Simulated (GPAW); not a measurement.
# BP (F-43m) in GPAW: further runs

Runs on BP. Level: PBE. Tasks: G0W0 quasiparticle levels.

All numbers are computed with GPAW 26.7.0; they aren't measurements. Logs are shortened: lines on timing, memory, paths and dates and some standing lists are left out, and cuts for length are marked. The log counts tension as positive stress, the text compression.

### Step 1. The structure

It takes space group F-43m (No. 216, cubic). The conventional cell has a = 4.568 Å, b = 4.568 Å, c = 4.568 Å, α = 90.00°, β = 90.00°, γ = 90.00°. P (site symmetry -43m) has 4 B at 1.98 Å as nearest neighbours. B (site symmetry -43m) is surrounded by 4 P at 1.98 Å.

### Step 2. G0W0 quasiparticle levels, PBE

The input, run.py:

```python
import json
import numpy as np
from ase.dft.bandgap import bandgap
from ase.io import read, write
from gpaw import GPAW, PW
from gpaw.response.g0w0 import G0W0

atoms = read('BP.xyz')

calc = GPAW(mode=PW(650),
            xc='PBE',
            kpts={'size': (5, 5, 5), 'gamma': True},
            occupations={'name': 'fermi-dirac', 'width': 0.001},
            nbands=11,
            convergence={'density': 1e-06},
            maxiter=150,
            txt='gpaw.txt')
atoms.calc = calc
energy = atoms.get_potential_energy()
calc.write('gs.gpw')
write('result.traj', atoms)
print(f'Energy: {energy:.6f} eV')
print('Fermi level:', round(calc.get_fermi_level(), 4), 'eV')
print(f'Gap: {bandgap(calc)[0]:.4f} eV, direct: {bandgap(calc, direct=True)[0]:.4f} eV')

calc.diagonalize_full_hamiltonian(nbands=57)
calc.write('full.gpw', mode='all')

ibz = calc.get_ibz_k_points()
gap, vbm, cbm = bandgap(calc, output=None)
gap, direct, _ = bandgap(calc, direct=True, output=None)
gamma = int(np.abs(ibz).sum(1).argmin())
kpts = sorted({gamma, vbm[1], cbm[1], direct[1]})
gw = G0W0(calc='full.gpw',
          filename='gw',
          ecut=98.7,
          ecut_extrapolation=True,
          relbands=(-2, 2),
          kpts=kpts,
          integrate_gamma='WS',
          ppa=True)
gw.calculate()
results = {mode: {key: np.asarray(r[key]).tolist() for key in ['f', 'eps', 'vxc', 'exx', 'sigma', 'Z', 'qp', 'sigma_eskn']}
           for mode, r in gw.all_results.items()}
json.dump({'kpts': ibz[kpts].tolist(), 'results': results}, open('gw.json', 'w'))
for mode, r in results.items():
    f, qp = np.array(r['f']), np.array(r['qp'])
    print(mode, 'quasiparticle energies (eV):')
    print(qp.round(3))
    print(mode, 'gap:', round(qp[f < 0.5].min() - qp[f > 0.5].max(), 4), 'eV')
```

The input, BP.xyz:

```xyz
2
Lattice="0.0000000000 2.2840269280 2.2840269280 2.2840269280 0.0000000000 2.2840269280 2.2840269280 2.2840269280 0.0000000000" Properties=species:S:1:pos:R:3 pbc="T T T"
P      3.4260403920      3.4260403920      3.4260403920
B      0.0000000000      0.0000000000      0.0000000000
```

Potentials or basis: GPAW PAW data sets (gpaw-data 1.2.1), pw.

On the command line:

```
$ OMP_NUM_THREADS=1 python run.py
```

gpaw.txt:

```text
__  _  _
 | _ |_)|_||  |
 |__||  | ||/\| - 26.7.0

Input parameters:
  mode=PW(ecut=650.0),
  convergence={'density': 1e-06},
  kpts=MonkhorstPack(size=(5, 5, 5), gamma=True),
  maxiter=150,
  nbands=11,
  occupations=Occupations(name='fermi-dirac', width=0.001),
  xc=XC(name='PBE')

Diagonalizing LCAO Hamiltonian
Converting LCAO to pw mode

                  P

       B

Atoms  # Å, Bohr magnetons
|   | symbol |        x |        y |        z |    initial magnetic moments |
|---|--------|----------|----------|----------|-----------------------------|
| 0 |      P | 3.426040 | 3.426040 | 3.426040 | ( 0.0000,  0.0000,  0.0000) |
| 1 |      B | 0.000000 | 0.000000 | 0.000000 | ( 0.0000,  0.0000,  0.0000) |

Unit cell  # Å
| periodic |        x |        y |        z |  lengths |    angles |
|----------|----------|----------|----------|----------|-----------|
|      yes | 0.000000 | 2.284027 | 2.284027 | 3.230102 | 60.000000 |
|      yes | 2.284027 | 0.000000 | 2.284027 | 3.230102 | 60.000000 |
|      yes | 2.284027 | 2.284027 | 0.000000 | 3.230102 | 60.000000 |

Number of symmetries: 24
Symmetry operations  # r_c * U_cc + t_c -> r_c
|    | kind |            matrix            |
|----|------|------------------------------|
|  0 |  E   |  1, 0, 0,  0, 1, 0,  0, 0, 1 |
|  1 |  σ   |  1, 0, 0,  0, 0, 1,  0, 1, 0 |
|  2 |  σ   |  1, 0,-1,  0, 1,-1,  0, 0,-1 |
|  3 |  C3  |  1, 0,-1,  0, 0,-1,  0, 1,-1 |
|  4 |  C3  |  1,-1, 0,  0,-1, 1,  0,-1, 0 |
|  5 |  σ   |  1,-1, 0,  0,-1, 0,  0,-1, 1 |
|  6 |  σ   |  0, 1, 0,  1, 0, 0,  0, 0, 1 |
|  7 |  C3  |  0, 1, 0,  0, 0, 1,  1, 0, 0 |
|  8 |  C2  |  0, 1,-1,  1, 0,-1,  0, 0,-1 |
|  9 |  S4  |  0, 1,-1,  0, 0,-1,  1, 0,-1 |
| 10 |  C3  |  0, 0, 1,  1, 0, 0,  0, 1, 0 |
| 11 |  σ   |  0, 0, 1,  0, 1, 0,  1, 0, 0 |
| 12 |  S4  |  0, 0,-1,  1, 0,-1,  0, 1,-1 |
| 13 |  C3  |  0, 0,-1,  0, 1,-1,  1, 0,-1 |
| 14 |  S4  |  0,-1, 1,  1,-1, 0,  0,-1, 0 |
| 15 |  C2  |  0,-1, 1,  0,-1, 0,  1,-1, 0 |
| 16 |  C3  |  0,-1, 0,  1,-1, 0,  0,-1, 1 |
| 17 |  S4  |  0,-1, 0,  0,-1, 1,  1,-1, 0 |
| 18 |  S4  | -1, 1, 0, -1, 0, 1, -1, 0, 0 |
| 19 |  C3  | -1, 1, 0, -1, 0, 0, -1, 0, 1 |
| 20 |  C3  | -1, 0, 1, -1, 1, 0, -1, 0, 0 |
| 21 |  S4  | -1, 0, 1, -1, 0, 0, -1, 1, 0 |
| 22 |  σ   | -1, 0, 0, -1, 1, 0, -1, 0, 1 |
| 23 |  C2  | -1, 0, 0, -1, 0, 1, -1, 1, 0 |

BZ-sampling:
  Number of BZ points: 125
  Number of IBZ points: 10

  Monkhorst-Pack size: [5, 5, 5]
  Monkhorst-Pack shift: [0, 0, 0]

K-points  # in reciprocal-cell coordinates
|   |                                coordinates |     weight |
|---|--------------------------------------------|------------|
| 0 | (  0.00000000,   0.00000000,   0.00000000) | 0.00800000 |
| 1 | (  0.20000000,   0.20000000,   0.00000000) | 0.04800000 |
| 2 | (  0.20000000,   0.20000000,   0.20000000) | 0.06400000 |
| 3 | (  0.40000000,   0.20000000,  -0.20000000) | 0.19200000 |
| 4 | (  0.40000000,   0.20000000,   0.20000000) | 0.09600000 |
| 5 | (  0.40000000,   0.40000000,  -0.40000000) | 0.19200000 |
| 6 | (  0.40000000,   0.40000000,  -0.20000000) | 0.09600000 |
| 7 | (  0.40000000,   0.40000000,   0.00000000) | 0.04800000 |
| 8 | (  0.40000000,   0.40000000,   0.20000000) | 0.19200000 |
| 9 | (  0.40000000,   0.40000000,   0.40000000) | 0.06400000 |

Plane wave coefficients: 914
Cutoff: 650.0 eV

Spin-components: 1 (collinear spins)
Bands:           11
Projectors:      10
Spin-degeneracy: 2
Datatype:        complex128

Parallelization:
  kpt:    1
  domain: 1
  band:   1

Density:
  Valence electrons: 8.0
  Components: 1
  Grid points: [20 20 20]
  Charge: 0.0  # |e|

Potential:
  Grid points: [20 20 20]

species:
  P:
    name:    Phosphorus
    Z:       15.0
    valence: 5
    core:    10
    charge:  0.0  # [|e|]
    compensation charges:
      type: gauss
      rc: 0.30  # [Å]
      lmax: 2
    cutoffs:
      filter: 1.69  # [Å]
      core: 1.81  # [Å]
    projectors
    | kind |    occ | energy [eV] | rcut [Å] |
    |------|--------|-------------|----------|
    |   3s |  2.000 |     -13.968 |    0.953 |
    |   3p |  3.000 |      -5.506 |    0.953 |
    |    s |        |      13.244 |    0.953 |
    |    p |        |      21.705 |    0.953 |
    |    d |        |       0.000 |    0.953 |

    Using partial waves for P as LCAO basis

  B:
    name:    Boron
    Z:       5.0
    valence: 3
    core:    2
    charge:  0.0  # [|e|]
    compensation charges:
      type: gauss
      rc: 0.20  # [Å]
      lmax: 2
    cutoffs:
      filter: 1.14  # [Å]
      core: 1.38  # [Å]
    projectors
    | kind |    occ | energy [eV] | rcut [Å] |
    |------|--------|-------------|----------|
    |   2s |  2.000 |      -9.443 |    0.635 |
    |   2p |  1.000 |      -3.606 |    0.635 |
    |    s |        |      17.768 |    0.635 |
    |    p |        |      23.605 |    0.635 |
    |    d |        |       0.000 |    0.635 |

    Using partial waves for B as LCAO basis

Reference energy: -9972.403226  # eV

eigensolver:
  PPCG
  Converge bands: occupied
  niter=2

density mixing:
  MSR1-Mixer
  Pratt-step length: 0.05
  Maximum mixing coefficient: 0.75
  Old densities: 10
  SVD Regularization: 0.005
  Good broyden scale: 1.0
  Trust region scale: 1.0
  Backstep threshold: 4.0
  History deletion threshold: 6.0
  Fourier metric: weight=20.0, sigma=0.015

occupation numbers:
  Fermi-Dirac:
    width: 0.0010  # eV

poisson solver:
  ecut: 5200.0  # eV

xc functional:
  name: PBE with 2 nearest neighbor stencil

convergence criteria:
- Maximum integral of absolute [dens]ity change: 1e-06 electrons / valence electron
- Maximum [total energy] change in last 3 cyles: 0.0005 eV / valence electron
- Maximum integral of absolute [eigenst]ate change: 4e-08 eV^2 / valence electron
maximum number of iterations: 150

SCF iterations
|iter     | |      energy | eigst |  dens |
|---------|-|-------------|-------|-------|
|iter:   1| |  -13.425388 | +0.11 |       |
|iter:   2| |  -13.317668 | -2.13 | -0.71 |
|iter:   3| |  -12.841618 | -1.55 | -0.75 |
|iter:   4| |  -12.836059 | -3.02 | -1.43 |
|iter:   5| |  -12.836097 | -4.09 | -1.94 |
|iter:   6| |  -12.836125c| -5.50 | -2.61 |
|iter:   7| |  -12.836126c| -7.09 | -3.70 |
|iter:   8| |  -12.836126c| -8.48c| -4.30 |
|iter:   9| |  -12.836126c| -9.47c| -5.64 |
|iter:  10| |  -12.836126c|-10.31c| -6.10c|

Converged in 10 steps
Energy contributions relative to reference atoms: (reference = -9972.403226)

Energy contributions:
  Kinetic:          12.063096
  Coulomb:         -10.620363
  Zero:             -0.023934
  External:          0.000000
  Xc:              -14.254925
  Entropy:          -0.000000
  Spinorbit:         0.000000
  ----------------------------
  Free energy:     -12.836126
  Extrapolated:    -12.836126

dipole moment: (-3.414588, -3.414588, -3.414588)  # |e|*Ang

Fermi level: 8.792
Eigenvalues  # (at kpt = [0.000, 0.000, 0.000])
| band index |      eig [eV] | occ [0-2] |
|------------|---------------|-----------|
|          0 |        -7.311 |     2.000 |
|          1 |         7.978 |     2.000 |
|          2 |         7.978 |     2.000 |
|          3 |         7.978 |     2.000 |
|          4 |        11.348 |     0.000 |
|          5 |        11.348 |     0.000 |
|          6 |        11.348 |     0.000 |
|          7 |        15.072 |     0.000 |
|          8 |        19.397 |     0.000 |
|          9 |        19.942 |     0.000 |
|         10 |        19.942 |     0.000 |

Gap: 1.264 eV
Transition (v -> c):
  (s=0, k=0, n=3, [0.00, 0.00, 0.00]) -> (s=0, k=7, n=4, [0.40, 0.40, 0.00])
Direct/indirect transitions are different
Direct gap: 3.370 eV
Transition at: (s=0, k=0, n=3, [0.00, 0.00, 0.00])
# Writing to gs.gpw (mode='')

Matrix size: 914x914
# Writing to full.gpw (mode='all')
```

It took 50 s on 1 thread of Arm Neoverse V2, shared host; peak memory 0.34 GiB.

What came out:

```
Free energy                              : -12.8361 eV
Band gap on the k mesh, mean-field level : 1.26 eV, indirect (least direct gap 3.37 eV)
Quasiparticle gap                        : 2.01 eV
Least direct quasiparticle gap           : 4.32 eV
```

Caveat: the k mesh is coarse (spacing up to 0.48 Å⁻¹), so the values aren't converged; the quasiparticle gap is taken among the few k points that were corrected; the long-wavelength limit can be off by a per cent or two; an odd mesh through Γ misses points on the zone boundary, where band edges often lie.

### Step 3. G0W0 quasiparticle levels, PBE

This run uses another cell than the first one, of 12.15 Å³/atom, 1.020 times its volume.

run.py, as its differences from that of step 2:

```diff
@@ -35,3 +35,3 @@
           filename='gw',
-          ecut=98.7,
+          ecut=97.4,
           ecut_extrapolation=True,
```

The input, BP.xyz:

```xyz
2
Lattice="0.0000000000 2.2988586873 2.2988586873 2.2988586873 0.0000000000 2.2988586873 2.2988586873 2.2988586873 0.0000000000" Properties=species:S:1:pos:R:3 pbc="T T T"
P      3.4482880310      3.4482880310      3.4482880310
B      0.0000000000      0.0000000000      0.0000000000
```

Potentials or basis: GPAW PAW data sets (gpaw-data 1.2.1), pw.

On the command line:

```
$ OMP_NUM_THREADS=1 python run.py
```

gpaw.txt:

```text
__  _  _
 | _ |_)|_||  |
 |__||  | ||/\| - 26.7.0

Input parameters:
  mode=PW(ecut=650.0),
  convergence={'density': 1e-06},
  kpts=MonkhorstPack(size=(5, 5, 5), gamma=True),
  maxiter=150,
  nbands=11,
  occupations=Occupations(name='fermi-dirac', width=0.001),
  xc=XC(name='PBE')

Diagonalizing LCAO Hamiltonian
Converting LCAO to pw mode

                  P

       B

Atoms  # Å, Bohr magnetons
|   | symbol |        x |        y |        z |    initial magnetic moments |
|---|--------|----------|----------|----------|-----------------------------|
| 0 |      P | 3.448288 | 3.448288 | 3.448288 | ( 0.0000,  0.0000,  0.0000) |
| 1 |      B | 0.000000 | 0.000000 | 0.000000 | ( 0.0000,  0.0000,  0.0000) |

Unit cell  # Å
| periodic |        x |        y |        z |  lengths |    angles |
[... 167 lines left out ...]
|iter:   3| |  -12.833098 | -1.58 | -0.75 |
|iter:   4| |  -12.827927 | -3.05 | -1.44 |
|iter:   5| |  -12.827915 | -4.11 | -1.95 |
|iter:   6| |  -12.827940c| -5.49 | -2.62 |
|iter:   7| |  -12.827941c| -7.01 | -3.69 |
|iter:   8| |  -12.827941c| -8.44c| -4.29 |
|iter:   9| |  -12.827941c| -9.46c| -5.65 |
|iter:  10| |  -12.827941c|-10.35c| -6.11c|

Converged in 10 steps
Energy contributions relative to reference atoms: (reference = -9972.403226)

Energy contributions:
  Kinetic:          10.490506
  Coulomb:          -9.421172
  Zero:             -0.022431
  External:          0.000000
  Xc:              -13.874843
  Entropy:          -0.000000
  Spinorbit:         0.000000
  ----------------------------
  Free energy:     -12.827941
  Extrapolated:    -12.827941

dipole moment: (-3.470876, -3.470876, -3.470876)  # |e|*Ang

Fermi level: 8.550
Eigenvalues  # (at kpt = [0.000, 0.000, 0.000])
| band index |      eig [eV] | occ [0-2] |
|------------|---------------|-----------|
|          0 |        -7.381 |     2.000 |
|          1 |         7.738 |     2.000 |
|          2 |         7.738 |     2.000 |
|          3 |         7.738 |     2.000 |
|          4 |        11.082 |     0.000 |
|          5 |        11.082 |     0.000 |
|          6 |        11.082 |     0.000 |
|          7 |        14.540 |     0.000 |
|          8 |        19.030 |     0.000 |
|          9 |        19.650 |     0.000 |
|         10 |        19.650 |     0.000 |

Gap: 1.290 eV
Transition (v -> c):
  (s=0, k=0, n=3, [0.00, 0.00, 0.00]) -> (s=0, k=7, n=4, [0.40, 0.40, 0.00])
Direct/indirect transitions are different
Direct gap: 3.344 eV
Transition at: (s=0, k=0, n=3, [0.00, 0.00, 0.00])
# Writing to gs.gpw (mode='')

Matrix size: 941x941
# Writing to full.gpw (mode='all')
```

stdout:

```text
Energy: -12.827941 eV
Fermi level: 8.5505 eV
Gap: 1.2903 eV, direct: 3.3442 eV
IBZ(<points: 10, symmetries: 24>)
Occupied bands: 4
Calculating eigenvalues:
  k-points: 2
  Bands: 2-5 (inclusive)
HSE06-eigenvalue shifts:
  min: -3.225 eV
  ave: 1.135 eV
  max: 4.900 eV
GW quasiparticle energies (eV):
[[[ 7.01   7.011 11.305 11.306]
  [ 3.098  3.098  9.043 10.17 ]]]
GW gap: 2.0326 eV
```

gw.w.txt:

```text
FrequencyGridDescriptor(from 0.000+0.000j to 0.000+27.211j eV, 2 points)
FrequencyGridDescriptor(from 0.000+0.000j to 0.000+27.211j eV, 2 points)

BZ k-points: Symmetries present (total): 24

125 k-points: 5 x 5 x 5 Monkhorst-Pack grid
10 k-points in the irreducible part of the Brillouin zone
       k-points in crystal coordinates                weights
[... 147 lines left out ...]
   5   0.000  11.082 -13.418  -8.518  -4.618  -0.261   0.793  11.306

k-point 1 (7): (0.400, 0.400, 0.000)                GW
band       f     eps     vxc     exx   sigma  dsigma       Z      qp
                                                                   GW
   2   1.000   3.982 -13.760 -16.986   2.088  -0.288   0.777   3.098
   3   1.000   3.982 -13.760 -16.986   2.088  -0.288   0.777   3.098
   4   0.000   9.028 -11.799  -7.503  -4.278  -0.241   0.806   9.043
   5   0.000  10.143 -11.301  -6.669  -4.598  -0.237   0.809  10.170
```

Wall time 50 s (1 thread of Arm Neoverse V2, shared host); peak memory 0.33 GiB.

What came out:

- Free energy: -12.8279 eV
- Band gap on the k mesh, mean-field level: 1.29 eV, indirect (least direct gap 3.34 eV)
- Quasiparticle gap: 2.03 eV
- Least direct quasiparticle gap: 4.29 eV

Levels at points of the mesh, in eV from the valence-band top:
```
           k point  band 1  band 2  band 3  band 4  band 5  band 6  band 7
(0.00, 0.00, 0.00)  -15.12    0.00    0.00    0.00    3.34    3.34    3.34
```

Caveat: the k mesh is coarse (spacing up to 0.47 Å⁻¹), so the values aren't converged; the quasiparticle gap is taken among the few k points that were corrected; the long-wavelength limit can be off by a per cent or two; an odd mesh through Γ misses points on the zone boundary, where band edges often lie.
